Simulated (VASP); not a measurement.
# Re (P3_121) in VASP: a series of runs

Runs on Re. Level: r2SCAN. Tasks: single point.

Everything below comes from runs of VASP 6.6.1. Logs are shortened: lines on timing, memory, paths and dates and some standing lists are left out, and cuts for length are marked.

## 1. The crystal as given

Symmetry: P3_121, No. 152, trigonal system. Conventional cell: a = 3.586 Å, b = 3.586 Å, c = 4.069 Å, α = 90.00°, β = 90.00°, γ = 120.00°. Around Re (site symmetry 2) lie 2 Re at 1.95 Å.

The cell was built by a generator and needn't be a form met in nature.

## 2. Single point, r2SCAN

POSCAR

```
Re
1.0
    3.5863920955      0.0000000000      0.0000000000
   -1.7931960478      3.1059066627      0.0000000000
    0.0000000000      0.0000000000      4.0688818864
Re
3
Direct
    0.2254000000      0.0000000000      0.3333333333
    0.0000000000      0.2254000000      0.6666666667
    0.7746000000      0.7746000000      0.0000000000
```

INCAR.step1

```
SYSTEM = Re
ALGO = Normal
EDIFF = 1E-4
ENCUT = 520
GGA = PE
ISMEAR = 0
LASPH = .TRUE.
LCHARG = .FALSE.
LREAL = .FALSE.
LWAVE = .TRUE.
NBANDS = 18
NELM = 100
PREC = Accurate
SIGMA = 0.1
```

INCAR.step2

```
SYSTEM = Re
ALGO = Normal
EDIFF = 1E-6
ENCUT = 520
ISIF = 2
ISMEAR = 0
ISTART = 1
LASPH = .TRUE.
LCHARG = .TRUE.
LELF = .TRUE.
LMIXTAU = .TRUE.
LREAL = .FALSE.
LVHAR = .TRUE.
LWAVE = .FALSE.
METAGGA = R2SCAN
NBANDS = 18
NELM = 100
PREC = Accurate
SIGMA = 0.1
```

KPOINTS

```
k-points
0
G
  6 6 4
  0 0 0
```

Potentials or basis: VASP PAW PBE potentials, release 64 (Re).

Launch:

```console
cat potpaw_PBE.64/Re/POTCAR > POTCAR
cp INCAR.step1 INCAR
mpirun -np 1 vasp_std > vasp.out
cp INCAR.step2 INCAR
mpirun -np 1 vasp_std > vasp.out
```

OUTCAR:

```text
SYSTEM = Re
   EDIFF = 1E-6
   ENCUT = 520
   ISIF = 2
   ISMEAR = 0
   ISTART = 1
   LASPH = .TRUE.
   LREAL = .FALSE.
   METAGGA = R2SCAN
   NELM = 100
   PREC = Accurate

 ion  position               nearest neighbor table
   1  0.225  0.000  0.333-   3 1.95   2 1.95   3 2.82   3 2.82   2 2.82   2 2.82   2 3.05   3 3.05

   2  0.000  0.225  0.667-   3 1.95   1 1.95   3 2.82   3 2.82   1 2.82   1 2.82   1 3.05   3 3.05

   3  0.775  0.775  0.000-   1 1.95   2 1.95   2 2.82   1 2.82   1 2.82   2 2.82   1 3.05   2 3.05

  LATTYP: Found a hexagonal cell.
 ALAT       =     3.5863920955
 C/A-ratio  =     1.1345334749

  Lattice vectors:

 A1 = (   3.5863920955,   0.0000000000,   0.0000000000)
 A2 = (  -1.7931960478,   3.1059066627,   0.0000000000)
 A3 = (   0.0000000000,   0.0000000000,   4.0688818864)

Analysis of symmetry for initial positions (statically):
=====================================================================
 Subroutine PRICEL returns:
 Original cell was already a primitive cell.

 Routine SETGRP: Setting up the symmetry group for a
 hexagonal supercell.

 Subroutine GETGRP returns: Found  6 space group operations
 (whereof  2 operations were pure point group operations)
 out of a pool of 24 trial point group operations.

The static configuration has the point symmetry C_2 .
 The point group associated with its full space group is D_3 .

Analysis of symmetry for dynamics (positions and initial velocities):
=====================================================================
 Subroutine PRICEL returns:
 Original cell was already a primitive cell.

 Routine SETGRP: Setting up the symmetry group for a
 hexagonal supercell.

 Subroutine GETGRP returns: Found  6 space group operations
 (whereof  2 operations were pure point group operations)
 out of a pool of 24 trial point group operations.

The dynamic configuration has the point symmetry C_2 .
 The point group associated with its full space group is D_3 .

 Subroutine INISYM returns: Found  6 space group operations
 (whereof  2 operations are pure point group operations),
 and found     1 'primitive' translations

----------------------------------------------------------------------------------------

                                     Primitive cell

  volume of cell :      45.3233

  direct lattice vectors                    reciprocal lattice vectors
     3.586392095  0.000000000  0.000000000     0.278831754  0.160983588  0.000000000
    -1.793196048  3.105906663  0.000000000     0.000000000  0.321967177  0.000000000
     0.000000000  0.000000000  4.068881886     0.000000000  0.000000000  0.245767763

  length of vectors
     3.586392095  3.586392096  4.068881886     0.321967177  0.321967177  0.245767763

  position of ions in fractional coordinates (direct lattice)
     0.225400000  0.000000000  0.333333333
     0.000000000  0.225400000  0.666666667
     0.774600000  0.774600000  0.000000000

  ion indices of the primitive-cell ions
   primitive index   ion index
                 1           1
                 2           2
                 3           3

----------------------------------------------------------------------------------------

 KPOINTS: k-points

Automatic generation of k-mesh.
 Grid dimensions read from file:
 generate k-points for:    6    6    4

 Generating k-lattice:

  Cartesian coordinates                     Fractional coordinates (reciprocal lattice)
     0.046471959  0.026830598  0.000000000     0.166666667  0.000000000  0.000000000
     0.000000000  0.053661196  0.000000000     0.000000000  0.166666667  0.000000000
     0.000000000  0.000000000  0.061441941     0.000000000  0.000000000  0.250000000

  Length of vectors
     0.053661196  0.053661196  0.061441941

  Shift w.r.t. Gamma in fractional coordinates (k-lattice)
     0.000000000  0.000000000  0.000000000

 Subroutine IBZKPT returns following result:
 ===========================================

 Found     24 irreducible k-points:

 Following reciprocal coordinates:
            Coordinates               Weight
  0.000000  0.000000  0.000000      1.000000
  0.166667  0.000000  0.000000      6.000000
  0.333333  0.000000  0.000000      6.000000
  0.500000  0.000000  0.000000      3.000000
  0.166667  0.166667  0.000000      6.000000
  0.333333  0.166667  0.000000     12.000000
[... 16 lines left out ...]
  0.333333  0.166667  0.500000     12.000000
  0.333333  0.333333  0.500000      2.000000
   k-points           NKPTS =     24   k-points in BZ     NKDIM =     24   number of bands    NBANDS=     18
   number of dos      NEDOS =    301   number of ions     NIONS =      3
   total plane-waves  NPLWV =  23520
   dimension x,y,z NGX =    28 NGY =   28 NGZ =   30
   dimension x,y,z NGXF=    56 NGYF=   56 NGZF=   60
   ions per type =               3
   NGX,Y,Z   is equivalent  to a cutoff of  12.98, 12.98, 12.26 a.u.
   NGXF,Y,Z  is equivalent  to a cutoff of  25.96, 25.96, 24.51 a.u.
 SYSTEM =  Re
   PREC   = accura    normal or accurate (medium, high low for compatibility)
   ISTART =      1    job   : 0-new  1-cont  2-samecut
   ICHARG =      0    charge: 1-file 2-atom 10-const
   ISPIN  =      1    spin polarized calculation?
   LNONCOLLINEAR =      F non collinear calculations
   LSORBIT =      F    spin-orbit coupling
   LASPH  =      T    aspherical Exc in radial PAW
   ENCUT  =  520.0 eV  38.22 Ry    6.18 a.u.   6.67  6.67  7.57*2*pi/ulx,y,z
   NELM   =    100;   NELMIN=  2; NELMDL=  0     # of ELM steps
   EDIFF  = 0.1E-05   stopping-criterion for ELM
   LREAL  =      F    real-space projection
   EDIFFG = 0.1E-04   stopping-criterion for IOM
   NSW    =      0    number of steps for IOM
   IBRION =     -1    ionic relax: 0-MD 1-quasi-New 2-CG
   NFREE  =      0    steps in history (QN), initial steepest desc. (CG)
   ISIF   =      2    stress and relaxation
   ISYM   =      2    0-nonsym 1-usesym 2-fastsym
   POTIM  = 0.5000    time-step for ionic-motion
   TEBEG  =    0.0;   TEEND  =   0.0 temperature during run
   PSTRESS=    0.0 pullay stress
   NELECT =      21.0000    total number of electrons
   NUPDOWN=      -1.0000    fix difference up-down
   EMIN   =  10.00;   EMAX   =-10.00  energy-range for DOS
   EFERMI =   0.00;   METHOD = LEGACY
   ISMEAR =     0;   SIGMA  =   0.10  broadening in eV -4-tet -1-fermi 0-gaus
   EFERMI_NEDOS =   21; number of points for ismear=-14 and -15
   IALGO  =     38    algorithm
   IMIX   =      4    mixing-type and parameters
     AMIX     =   0.40;   BMIX     =  1.00
     AMIX_MAG =   1.60;   BMIX_MAG =  1.00
  volume/ion in A,a.u.               =      15.11       101.95
  Fermi-wavevector in a.u.,A,eV,Ry     =   1.266798  2.393902 21.834333  1.604778
  Thomas-Fermi vector in A             =   2.399980
   LORBIT       =      0    0 simple, 1 ext, 2 COOP (PROOUT), +10 PAW based schemes
   METAGGA = R2SCAN    functional components
   LHFCALC =     F    Hartree Fock is set to
   AEXX    =    0.0000 exact exchange contribution
   IVDW    =     0    specifies the selected vdW correction
   LEPSILON=     F    determine dielectric tensor
   LRPA    =     F    only Hartree local field effects (RPA)
 non-spin polarized calculation
 Gauss-broadening in eV      SIGMA  =   0.10
  energy-cutoff  :      520.00
  volume of cell :       45.32
 maximum number of plane-waves:      1239
 NGX is ok and might be reduce to    28

 number of electron      21.0000001 magnetization

 Free energy of the ion-electron system (eV)
  ---------------------------------------------------
  ext. energy  EPLUGINS =         0.00000000
  ---------------------------------------------------
  free energy    TOTEN  =      -144.61418850 eV

  energy without entropy =     -144.60038476  energy(sigma->0) =     -144.60728663

 E-fermi :   8.0236     XC(G=0): -14.2783

 val. band max:        7.9053762075   @ k =   0.3333   0.3333   0.2500
 cond. band min:       8.0336937564   @ k =   0.3333   0.0000   0.2500
 fundamental gap:      0.1283175489
 Fermi energy:         8.0236324757

 k-point     1 :       0.0000    0.0000    0.0000
  band No.  band energies     occupation
      1      -1.9945      2.00000
      2       0.1657      2.00000
      3       0.1657      2.00000
      4       1.2361      2.00000
      5       1.6080      2.00000
      6       1.6080      2.00000
[... 10 lines left out ...]
     17      15.4874      0.00000
     18      15.4874      0.00000

 k-point     2 :       0.1667    0.0000    0.0000
  band No.  band energies     occupation
      1      -1.3420      2.00000
      2       0.1022      2.00000
      3       0.3866      2.00000
      4       1.3135      2.00000
      5       1.7780      2.00000
      6       1.9349      2.00000
[... 10 lines left out ...]
     17      16.1122      0.00000
     18      17.0433      0.00000

 k-point     3 :       0.3333    0.0000    0.0000
  band No.  band energies     occupation
      1      -0.3363      2.00000
      2       0.1390      2.00000
      3       1.1417      2.00000
      4       1.9111      2.00000
      5       2.2275      2.00000
      6       2.9263      2.00000
[... 10 lines left out ...]
     17      14.7038      0.00000
     18      16.4568      0.00000

 k-point     4 :       0.5000    0.0000    0.0000
  band No.  band energies     occupation
      1      -0.5750      2.00000
      2       0.8837      2.00000
      3       1.7270      2.00000
      4       2.4220      2.00000
      5       2.6637      2.00000
      6       4.0663      2.00000
[... 375 lines left out ...]
      4       1.3112      2.00000
      5       2.5934      2.00000
      6       3.4358      2.00000
[... 10 lines left out ...]
     17      14.3051      0.00000
     18      17.8548      0.00000

 k-point    23 :       0.3333    0.1667    0.5000
  band No.  band energies     occupation
      1       0.6402      2.00000
      2       0.8812      2.00000
      3       1.5220      2.00000
      4       2.0271      2.00000
      5       2.9996      2.00000
      6       3.2568      2.00000
[... 10 lines left out ...]
     17      14.0696      0.00000
     18      15.5381      0.00000

 k-point    24 :       0.3333    0.3333    0.5000
  band No.  band energies     occupation
      1       0.7915      2.00000
      2       1.3043      2.00000
      3       1.8670      2.00000
      4       1.8670      2.00000
      5       3.4991      2.00000
      6       3.4991      2.00000
[... 10 lines left out ...]
     17      14.0467      0.00000
     18      14.0467      0.00000

------------------------ aborting loop because EDIFF is reached ----------------------------------------

  FORCE on cell =-STRESS in cart. coord.  units (eV):
  Direction    XX          YY          ZZ          XY          YZ          ZX
  --------------------------------------------------------------------------------------
  -------------------------------------------------------------------------------------
  Total       25.6435589     25.6435589     42.0341499     -0.0000000      0.0000000      0.0000000
  in kB      906.4996234    906.4996235   1485.9068970     -0.0000000      0.0000000      0.0000000
  external PRESSURE =    1099.6353813 kB  Pullay stress =       0.0000000 kB

 VOLUME and BASIS-vectors are now :
 -----------------------------------------------------------------------------
  energy-cutoff  :      520.00
  volume of cell :       45.32
      direct lattice vectors                 reciprocal lattice vectors
     3.586392095  0.000000000  0.000000000     0.278831754  0.160983588  0.000000000
    -1.793196048  3.105906663  0.000000000     0.000000000  0.321967177  0.000000000
     0.000000000  0.000000000  4.068881886     0.000000000  0.000000000  0.245767763

 POSITION                                       TOTAL-FORCE (eV/Angst)
 -----------------------------------------------------------------------------------
      0.80837      0.00000      1.35629        18.590555     -0.000000      0.000000
     -0.40419      0.70007      2.71259        -9.295278     16.099893     -0.000000
      1.38901      2.40584      0.00000        -9.295278    -16.099893     -0.000000
 -----------------------------------------------------------------------------------
    total drift:                                0.000000      0.000000      0.000000

  FREE ENERGIE OF THE ION-ELECTRON SYSTEM (eV)
  ---------------------------------------------------
  free  energy   TOTEN  =      -144.6141884989 eV

  energy  without entropy=     -144.6003847575  energy(sigma->0) =     -144.60728663
```

It took 43 s on 1 thread of Intel Xeon 6975P-C (Granite Rapids), shared host; peak memory 0.17 GiB.

Results:

```yaml
Free_energy: -144.6142 eV
Pressure: 110.0 GPa
Largest_force: 18.591 eV/Å
Band_gap_on_the_k_mesh: none (metal or under the smearing width)
```

Forces on the atoms (eV/Å):
```
Re   18.591   0.000   0.000
Re   -9.295  16.100   0.000
Re   -9.295 -16.100   0.000
```

Caveat: the k mesh is coarse (spacing up to 0.39 Å⁻¹), so the values aren't converged; a pressure of tens of GPa on the cell as given is suspect, and the run, the potentials or the cell itself is likely at fault; the PAW data sets were made with another functional, which shifts forces and pressure a little. The run has no spin-orbit coupling, so splittings on Re are missing.

## 3. Single point, r2SCAN

This run uses another cell than the first one: it holds 4 atoms, not 3.

POSCAR

```
Re
1.0
    1.5452606492     -4.9018842347      0.0000000000
    1.5452606492      4.9018842347      0.0000000000
    0.0000000000      0.0000000000      4.0895719901
Re
4
Direct
    0.0980000000      0.9020000000      0.9100000000
    0.5980000000      0.4020000000      0.5900000000
    0.9020000000      0.0980000000      0.0900000000
    0.4020000000      0.5980000000      0.4100000000
```

INCAR.step1

```
SYSTEM = Re
PREC = Accurate
ENCUT = 520
ISMEAR = 0
SIGMA = 0.1
LREAL = .False.
LASPH = .True.
NELM = 100
NBANDS = 22
GGA = PE
ALGO = Normal
EDIFF = 1E-4
LWAVE = .True.
LCHARG = .False.
```

INCAR.step2

```
SYSTEM = Re
PREC = Accurate
ENCUT = 520
EDIFF = 1E-7
ISMEAR = 0
SIGMA = 0.1
LREAL = .False.
LASPH = .True.
NELM = 100
ALGO = Normal
ISIF = 2
LWAVE = .False.
LCHARG = .False.
METAGGA = R2SCAN
LMIXTAU = .True.
NBANDS = 22
ISTART = 1
```

KPOINTS

```
regular mesh
0
Gamma
  6 6 4
  0 0 0
```

Potentials or basis: VASP PAW PBE potentials, release 64 (Re).

Launch:

```console
cat potpaw_PBE.64/Re/POTCAR > POTCAR
cp INCAR.step1 INCAR
mpirun -np 1 vasp_std > vasp.out
cp INCAR.step2 INCAR
mpirun -np 1 vasp_std > vasp.out
```

It took 5.5 min on 1 thread of AMD EPYC 7R13 (Zen 3), shared host; peak memory 0.2 GiB.

It converged, with:

```
Free energy            : -192.5864 eV
Pressure               : 140.4 GPa
Largest force          : 18.456 eV/Å
Band gap on the k mesh : none (metal or under the smearing width)
```

Forces on the atoms (eV/Å):
```
Re    0.000 -13.487  12.598
Re    0.000 -13.487 -12.598
Re    0.000  13.487 -12.598
Re    0.000  13.487  12.598
```

Stress tensor (GPa, compression positive):
```
161.60   0.00   0.00
  0.00 117.47   0.00
  0.00   0.00 142.21
```

Levels at points of the mesh, in eV from the Fermi level:
| k point | band 11 | band 12 | band 13 | band 14 | band 15 | band 16 | band 17 | band 18 |
| --- | --- | --- | --- | --- | --- | --- | --- | --- |
| (0.00, 0.00, 0.00) | -1.53 | -0.88 | 0.18 | 0.26 | 0.42 | 0.65 | 0.99 | 4.55 |
| (0.50, 0.00, 0.00) | -1.94 | -1.94 | -0.82 | -0.82 | 0.13 | 0.13 | 3.60 | 3.60 |
| (0.50, 0.50, 0.00) | -1.54 | -1.25 | -0.99 | -0.74 | -0.04 | 3.05 | 3.98 | 4.19 |
| (0.00, 0.00, 0.50) | -4.20 | -4.20 | -2.06 | -2.06 | 2.30 | 2.30 | 3.11 | 3.11 |
| (0.50, 0.00, 0.50) | -2.00 | -2.00 | -0.40 | -0.40 | 0.27 | 0.27 | 2.57 | 2.57 |
| (0.50, 0.50, 0.50) | -4.17 | -4.17 | -1.73 | -1.73 | 2.12 | 2.12 | 3.76 | 3.76 |

Caveat: the k mesh is coarse (spacing up to 0.38 Å⁻¹), so the values aren't converged; a pressure of tens of GPa on the cell as given is suspect, and the run, the potentials or the cell itself is likely at fault; the PAW data sets were made with another functional, which shifts forces and pressure a little. Spin-orbit coupling is left out, which matters for the levels of Re.

## 4. Single point, r2SCAN

This run uses another cell than the first one: it holds 4 atoms, not 3.

POSCAR

```
Re
1.0
    1.4738134971     -4.8327801848      0.0000000000
    1.4738134971      4.8327801848      0.0000000000
    0.0000000000      0.0000000000      4.4290755125
Re
4
Direct
    0.1400878729      0.8599121271      1.0000013557
    0.6400878729      0.3599121271      0.4999986443
    0.8599121271      0.1400878729     -0.0000013557
    0.3599121271      0.6400878729      0.5000013557
```

INCAR.step1

```
ALGO = Normal
EDIFF = 1E-4
ENCUT = 520
GGA = PE
ISMEAR = 0
LASPH = T
LCHARG = F
LREAL = F
LWAVE = T
NBANDS = 22
NELM = 100
PREC = Accurate
SIGMA = 0.1
```

INCAR.step2

```
ALGO = Normal
EDIFF = 1E-6
ENCUT = 520
ISIF = 2
ISMEAR = 0
ISTART = 1
LASPH = T
LCHARG = F
LMIXTAU = T
LREAL = F
LWAVE = F
METAGGA = R2SCAN
NBANDS = 22
NELM = 100
PREC = Accurate
SIGMA = 0.1
```

KPOINTS

```
k-points
0
Gamma
  6 6 4
```

Launch:

```console
cat potpaw_PBE.64/Re/POTCAR > POTCAR
cp INCAR.step1 INCAR
mpirun -np 1 vasp_std > vasp.out
cp INCAR.step2 INCAR
mpirun -np 1 vasp_std > vasp.out
```

Wall time 4.6 min (1 thread of AMD EPYC 7R13 (Zen 3), shared host); peak memory 0.23 GiB.

The run converged. Its results:

* Free energy: -207.0295 eV
* Pressure: -0.1 GPa
* Largest force: 0.021 eV/Å
* Band gap on the k mesh: none (metal or under the smearing width)

Forces on the atoms (eV/Å):
```
Re   0.000  0.021  0.000
Re   0.000  0.021  0.000
Re   0.000 -0.021  0.000
Re   0.000 -0.021  0.000
```

Stress tensor (GPa, compression positive):
```
-0.01  0.00  0.00
 0.00 -0.43  0.00
 0.00  0.00  0.00
```

Levels at points of the mesh, in eV from the Fermi level:
| k point | band 12 | band 13 | band 14 | band 15 | band 16 | band 17 |
| --- | --- | --- | --- | --- | --- | --- |
| (0.00, 0.00, 0.00) | -0.62 | -0.14 | 0.24 | 0.26 | 0.41 | 0.44 |
| (0.50, 0.00, 0.00) | -1.92 | -1.53 | -1.53 | 0.15 | 0.15 | 1.37 |
| (0.50, 0.50, 0.00) | -1.57 | -1.49 | 0.14 | 0.32 | 1.13 | 1.15 |
| (0.00, 0.00, 0.50) | -2.04 | -1.48 | -1.48 | -0.55 | -0.55 | -0.26 |
| (0.50, 0.00, 0.50) | -0.99 | 0.37 | 0.37 | 1.68 | 1.68 | 2.92 |
| (0.50, 0.50, 0.50) | -1.83 | -1.31 | -1.31 | -1.19 | -1.19 | 0.27 |

Caveat: the k mesh is coarse (spacing up to 0.37 Å⁻¹), so the values aren't converged; the PAW data sets were made with another functional, which shifts forces and pressure a little. The run has no spin-orbit coupling, so splittings on Re are missing.

## 5. Overview

| cell | gap on the mesh (eV) | pressure (GPa) | largest force (eV/Å) |
| --- | --- | --- | --- |
| P3_121, 15.11 Å³/atom | none | 110.0 | 18.59 |
| Cmce, 15.49 Å³/atom | none | 140.4 | 18.46 |
| Fmmm, 15.77 Å³/atom | none | -0.1 | 0.02 |

Alike in all rows: task single point; level r2SCAN; potentials or basis VASP PAW PBE potentials, release 64 (Re); no spin polarisation; k mesh 6 × 6 × 4; cutoff (eV) 520; smearing gaussian 0.1 eV; the mesh is coarse, so values aren't converged.

Caveats: all runs use coarse meshes; the PAW data sets were made with another functional, which shifts forces and pressure a little; a pressure of tens of GPa on the cell as given is suspect, and the run, the potentials or the cell itself is likely at fault (some runs).

Absolute energies hang on the potentials; compare differences alone.
